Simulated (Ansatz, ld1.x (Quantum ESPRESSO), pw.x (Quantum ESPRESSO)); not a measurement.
Equation-of-state test of one RRKJ potential (In)

indium (In), norm-conserving RRKJ (Kleinman–Bylander form), made with ld1.x (Quantum ESPRESSO) 7.5 (LDA (PW92), scalar-relativistic). Core [Kr], reference 4d10 5s2 5p0.5 (charge +0.5). Waves: 5p (bound): rc 2.85 bohr; 4d (bound): rc 1.60 bohr; 4f channel at -0.2 Ry: rc 2.35 bohr; 5s (bound): rc 2.00 bohr. Local part: the s channel. Core correction: a·sin(br)/r model core inside 1.56 bohr.

Atomic tests: cutoffs needed: 70 Ry and 80 Ry (the cutoffs (Ry, on a coarse ladder) from which the occupation-weighted sum of valence levels, in a spherical-Bessel basis at the reference potential, stays within 10 and 1 mRy of its value at 400 Ry); ghost test: no extra level below or beside the all-electron valence levels (p, d, f, s tested) (spherical-Bessel basis up to 400 Ry, 20 bohr box); largest excitation error: -242 meV (all-electron minus pseudo) for 4d9 5s0 5p0, out of 7 test configurations.

Crystal test: fcc In in pw.x 7.5, no spin, 12³ k-points, Fermi–Dirac smearing 0.01 Ry, cutoffs 100/400 Ry. The reference is all-electron LAPW (Ansatz 0.2.0) with the same functional, mesh and smearing; V0 and B0 come from Birch–Murnaghan fits to the pressures at five volumes. Errors are pseudo minus all-electron; Δ is the rms difference of the E(V) curves that follow from these fits, minima aligned, over ±6 % about the mean V0. Mesh and smearing are coarse, so the numbers serve the comparison and aren't converged zero-temperature values; the lattice is a test structure that the element need not adopt.

```tsv
V (Å³/atom)	P all-electron (GPa)	P pseudo (GPa)
23.584	2.33	3.47
24.204	0.84	1.86
24.825	-0.43	0.48
25.446	-1.52	-0.70
26.066	-2.46	-1.70
```

All-electron: a0 = 4.617 Å (V0 = 24.60 Å³/atom), B0 = 49.4 GPa.

Pseudopotential: mean pressure error (GPa): +0.93; a0 (Å): 4.646; a0 error (%): +0.63; B0 error (%): -2.0; Δ (meV/atom): 5.0. This is a poor potential for the solid.

At the middle volume, how do free energy and pressure move when the wave cutoff is lowered (ecutrho kept at four times it)?

```csv
cutoff (Ry),shift of F (meV/atom),shift of P (GPa)
45,+7267.0,-252.51
60,+277.4,-19.22
80,+8.2,-0.01
```

The run at the middle volume (72 k-points, 7 iterations) took about 30 s on one core of a shared host (Neoverse-V1, 32 threads, 247 GiB, load 20).
